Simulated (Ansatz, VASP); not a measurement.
# TbO2 in two plane-wave programs, part 3 of 3

Aim: how closely do two programs agree when they are given the same cell, functional and k mesh?

VASP 6.6.1 and Ansatz 0.2.0.

So far. Step 4 (Differences): Ansatz's pressure holds a Pulay correction of 1.02 GPa; VASP's holds none. Step 8 (Side by side): Ansatz's pressure holds a Pulay correction of 0.81 GPa; VASP's holds none.

In doubt: a part-filled 4f shell, where there is one, can sit in one of many states, so energies may not be the lowest and differences between runs may mislead; derivatives with an open 4f shell can jump between states, which bears on forces and vibrations.

## Step 10: Ansatz: band structure, r2SCAN

Level of this step: Ansatz beside VASP: Kohn-Sham DFT, plane waves, r2SCAN (Ansatz).

Levels along a path test the potential and the projectors away from the mesh points.

The input, input.yaml:

```yaml
crystal:
  lattice:
    - [0.0, 2.61, 2.61]
    - [2.61, 0.0, 2.61]
    - [2.61, 2.61, 0.0]
  atoms:
    - { symbol: Tb, position: [0.0, 0.0, 0.0], spin: 6.0 }
    - { symbol: O, position: [0.25, 0.25, 0.25] }
    - { symbol: O, position: [0.75, 0.75, 0.75] }
hamiltonian:
  xc: r2scan
  pseudopotentials: { kind: paw }
magnetization:
  spin_polarized: true
kpoints:
  mp_grid: { grid: [5, 5, 5] }
  band_path:
    path:
      - [0.0, 0.0, 0.0]
      - [0.16667, 0.0, 0.16667]
      - [0.33333, 0.0, 0.33333]
      - [0.5, 0.0, 0.5]
      - [0.5, 0.08333, 0.58333]
      - [0.5, 0.18333, 0.68333]
      - [0.5, 0.25, 0.75]
      - [0.45, 0.3, 0.75]
      - [0.40833, 0.34167, 0.75]
      - [0.35, 0.35, 0.7]
      - [0.225, 0.225, 0.45]
      - [0.075, 0.075, 0.15]
      - [0.03333, 0.03333, 0.03333]
      - [0.23333, 0.23333, 0.23333]
      - [0.4, 0.4, 0.4]
      - [0.51667, 0.46667, 0.51667]
      - [0.55833, 0.38333, 0.55833]
      - [0.60833, 0.28333, 0.60833]
      - [0.60833, 0.25, 0.64167]
      - [0.55833, 0.25, 0.69167]
      - [0.51667, 0.25, 0.73333]
      - [0.5, 0.3, 0.7]
      - [0.5, 0.38333, 0.61667]
      - [0.5, 0.48333, 0.51667]
      - [0.475, 0.475, 0.55]
      - [0.425, 0.425, 0.65]
      - [0.38333, 0.38333, 0.73333]
      - [0.59167, 0.18333, 0.59167]
      - [0.55, 0.1, 0.55]
      - [0.5, 0.0, 0.5]
    npoints: 1
scf:
  occupations: { method: gaussian, width: 0.02 }
  n_extra_bands: 12
output:
  forces: true
  stress: true
  eigenvalues: true
  write_density: true
  write_potential: true
  elf: true
  volumetric_format: npy
```

Run with:

```bash
$ ansatz run input.yaml --threads 2 --pin off --max-ram 4608MiB --backend cpu --events-out ev --progress --plain --runs-dir out
```

Numbers of over 12 decimals in the logs are rounded to 6 here.

What it wrote:

```text
[...]
Crystal: 3 atoms, lattice volume = 35.559 Å³
Basis set: ecut = 500 eV, 893 PW (Γ), exchange–correlation on 108×108×108 points (64 copies of the dense FFT grid, shifted against one another)
Bands: 28, of which v1, the nominal top of the filled ones, is band 16 counted from 1 (15 counted from 0)
Symmetry: 48 space group operations
[...]
k-point 1 ↑: bands = [... 12 lower, 6.6017, 8.0731, 8.0731, 8.7824, 11.3072, 11.6328, 11.6328, 18.5581, ... 8 higher]
  k-point 2 ↑: bands = [... 12 lower, 6.4992, 8.5920, 8.5920, 10.2741, 10.2982, 11.2468, 11.2468, 18.8187, ... 8 higher]
  k-point 9 ↓: bands = [... 12 lower, 13.3059, 13.4224, 13.4473, 13.8264, 13.8881, 13.9014, 14.2381, 19.1920, ... 8 higher]
[key lines of the parts left out:]
SCF converged after 17 iterations
Magnetization: 7.0000 μB (19.0000 up, 12.0000 down)
Free energy (F): -11099.010957 eV
Fermi energy:    12.804927 eV
P = ⅓ Tr σ = 5.4377 GPa (54.377 kbar)
```

It took 9.9 s on 2 threads of Arm Neoverse N1, shared host; peak memory 0.4 GiB.

## Step 11: VASP: band structure, r2SCAN

The same cell, functional, mesh and smearing now go to VASP, with its own data sets and cutoff.

The input, INCAR:

```
SYSTEM = TbO2
PREC = Accurate
ENCUT = 520
EDIFF = 1E-06
NELM = 150
ISMEAR = 0
SIGMA = 0.02
LREAL = .FALSE.
ALGO = Normal
METAGGA = R2SCAN
LASPH = .TRUE.
NBANDS = 30
ISPIN = 2
MAGMOM = 6 0 0
LMAXMIX = 6
AMIX = 0.2
BMIX = 1E-04
AMIX_MAG = 0.8
BMIX_MAG = 1E-04
LORBIT = 11
LWAVE = .FALSE.
LCHARG = .FALSE.
KPAR = 4
```

The input, POSCAR:

```
TbO2
1.0
    0.0000000000      2.6100000000      2.6100000000
    2.6100000000      0.0000000000      2.6100000000
    2.6100000000      2.6100000000      0.0000000000
Tb O
1 2
Direct
    0.0000000000      0.0000000000      0.0000000000
    0.2500000000      0.2500000000      0.2500000000
    0.7500000000      0.7500000000      0.7500000000
```

The input, KPOINTS:

```
Automatic mesh
0
Gamma
5 5 5
0 0 0
```

The input, KPOINTS_OPT:

```
Line mode
16
Line-mode
Reciprocal
  0.00000000   0.00000000   0.00000000 GAMMA
  0.50000000   0.00000000   0.50000000 X

  0.50000000   0.00000000   0.50000000 X
  0.50000000   0.25000000   0.75000000 W

  0.50000000   0.25000000   0.75000000 W
  0.37500000   0.37500000   0.75000000 K

  0.37500000   0.37500000   0.75000000 K
  0.00000000   0.00000000   0.00000000 GAMMA

  0.00000000   0.00000000   0.00000000 GAMMA
  0.50000000   0.50000000   0.50000000 L

  0.50000000   0.50000000   0.50000000 L
  0.62500000   0.25000000   0.62500000 U

  0.62500000   0.25000000   0.62500000 U
  0.50000000   0.25000000   0.75000000 W

  0.50000000   0.25000000   0.75000000 W
  0.50000000   0.50000000   0.50000000 L

  0.50000000   0.50000000   0.50000000 L
  0.37500000   0.37500000   0.75000000 K

  0.62500000   0.25000000   0.62500000 U
  0.50000000   0.00000000   0.50000000 X
```

PAW data sets: Tb and O (PBE family, release 64).

Run with:

```bash
$ mpirun -np 4 vasp_std
```

What it wrote:

```text
[banner, memory and clock lines left out]
running    4 mpi-ranks, on    1 nodes
[...]
[... a notice as in an earlier step ...]

 LDA part: xc-table for (None), standard interpolation
 POSCAR, INCAR and KPOINTS ok, starting setup
[...]
entering main loop
       N       E                     dE             d eps       ncg     rms          rms(c)
DAV:   1     0.189051353727E+03    0.18905E+03   -0.12258E+04  1738   0.536E+03
DAV:   2    -0.506571161542E+02   -0.23971E+03   -0.19789E+03  1818   0.572E+02
DAV:   3    -0.753892309347E+02   -0.24732E+02   -0.24259E+02  1738   0.135E+02
DAV:   4    -0.782970579441E+02   -0.29078E+01   -0.28810E+01  2340   0.249E+01
[...]
DAV:  39    -0.610510942515E+02   -0.25323E-04   -0.99236E-05  2092   0.158E-01    0.778E-01
DAV:  40    -0.610511214692E+02   -0.27218E-04   -0.23825E-05  2136   0.100E-01    0.725E-01
DAV:  41    -0.610511304367E+02   -0.89675E-05   -0.29393E-05  1924   0.112E-01    0.401E-01
[...]
DAV:   7    -0.274897549665E+04   -0.10749E-01     1922
DAV:   8    -0.274897587353E+04   -0.37688E-03     1888
DAV:   9    -0.274897589783E+04   -0.24300E-04     1934
DAV:  10    -0.274897589860E+04   -0.76519E-06     1130
k-point batch [11-20\160]
       N       E                     dE             ncg
DAV:   1    -0.402189765892E+03   -0.11679E+05     1774
DAV:   2    -0.243572943118E+04   -0.20335E+04     1660
DAV:   3    -0.268898356655E+04   -0.25325E+03     1520
DAV:   4    -0.271649737090E+04   -0.27514E+02     1990
[...]
DAV:   8    -0.271995226369E+04   -0.40162E-03     1914
DAV:   9    -0.271995229137E+04   -0.27674E-04     1794
DAV:  10    -0.271995229215E+04   -0.78573E-06      984
[...]
k-point batch [151-160\160]
       N       E                     dE             ncg
DAV:   1    -0.467936148517E+03   -0.12390E+05     1792
DAV:   2    -0.244843201378E+04   -0.19805E+04     1664
DAV:   3    -0.268783857534E+04   -0.23941E+03     1454
DAV:   4    -0.271457370728E+04   -0.26735E+02     2036
[...]
DAV:   9    -0.271861385715E+04   -0.24558E-04     1776
DAV:  10    -0.271861385824E+04   -0.10894E-05      988
DAV:  11    -0.271861385837E+04   -0.13386E-06      600
```

Parts of OUTCAR (step 11):

```text
  Total        1.4760842      1.4760842      1.4760842     -0.0000000      0.0000000      0.0000000
  in kB       66.5074329     66.5074329     66.5074329     -0.0000000      0.0000000      0.0000000
  external PRESSURE =      66.5074329 kB  Pullay stress =       0.0000000 kB

 POSITION                                       TOTAL-FORCE (eV/Angst)
 -----------------------------------------------------------------------------------
      0.00000      0.00000      0.00000        -0.000000     -0.000000     -0.000000
      1.30500      1.30500      1.30500        -0.000000     -0.000000     -0.000000
      3.91500      3.91500      3.91500         0.000000      0.000000      0.000000
 -----------------------------------------------------------------------------------
    total drift:                                0.000000     -0.000000      0.000000

  FREE ENERGIE OF THE ION-ELECTRON SYSTEM (eV)
  ---------------------------------------------------
  free  energy   TOTEN  =       -61.0511303950 eV

  energy  without entropy=      -61.0511303950  energy(sigma->0) =      -61.05113040

 magnetization (x)
# of ion       s       p       d       f       tot
--------------------------------------------------
    1       -0.014  -0.087   0.021   6.339   6.258
    2        0.006   0.248   0.000   0.000   0.254
    3        0.006   0.248   0.000   0.000   0.254
--------------------------------------------------
tot         -0.002   0.409   0.021   6.339   6.767

[... 2 parts as in an earlier step ...]

[... 1 further part left out ...]
[key lines of the parts left out:]
E-fermi :   2.5328
```

At this level the cell is under a pressure of 6.7 GPa, so at these settings it is away from equilibrium.

## Step 12: Comparison

What differs besides the data sets and the points named for the pairs above, as far as they apply: VASP keeps PBE cores, Ansatz makes them for the functional; the cutoff is 500 eV in Ansatz and 520 eV in VASP. Total energies have different zeros and are not compared.

Compared:

| quantity | Ansatz | VASP | difference |
| --- | --- | --- | --- |
| pressure (GPa) | 5.44 | 6.65 | -1.21 |
| total moment (μB) | 7.00 | 7.00 | 0.00 |
| moment on Tb1 (μB) | 6.41 | 6.26 | +0.15 |
| moment on O2 (μB) | 0.26 | 0.25 | +0.01 |
| moment on O3 (μB) | 0.26 | 0.25 | +0.01 |

Ansatz's pressure holds a Pulay correction of 0.12 GPa; VASP's holds none.

## Step 13: What moves the difference

The difference is large enough to ask for its cause, so further runs change the set-up of one program at a time, as the table lists.

| run | difference in pressure (GPa) |
| --- | --- |
| as above | -1.2 |
| cores kept as stored, as VASP does | -1.3 |
| Ansatz's larger PAW set (cutoff 900 eV) | -1.1 |

## Step 14: Summary of results

| Quantity | Value |
| --- | --- |
| difference in pressure (band structure, LDA) | -2.5 GPa |
| difference in pressure (band structure, PBEsol) | -1.6 GPa |
| difference in pressure (band structure, r2SCAN) | -1.2 GPa |

What this shows: The difference in pressure is -2.5 GPa (band structure, LDA), beyond the 1 GPa picked in this series as the mark of a large difference. For band structure, LDA: no further run halves the difference in pressure; only Ansatz's side was varied. With an open f shell each run may end in another orbital state, so the all-electron run is no sure referee here. For band structure, PBEsol: Ansatz's larger PAW set (cutoff 900 eV) cuts the difference in pressure from -1.6 to -1.0 GPa; whether that points to the cause isn't shown, since only Ansatz's side was varied. For band structure, r2SCAN: no further run halves the difference in pressure; only Ansatz's side was varied. 9 further runs on this material are not shown. How closely two codes agree says nothing of how well the functional describes the real material.

[Lines on the potential files, build, host, timing and source positions are cut from VASP's logs without a mark.]

[Logs are printed without paths, hosts, clocks, repeated set-up lines and the standing remarks that a program may print on its own settings, such as how far it seeks lower states.]

[Hosts, paths, dates, database ids (printed as entryN), source tags and the programs' standing remarks are cut or masked in the printed files.]
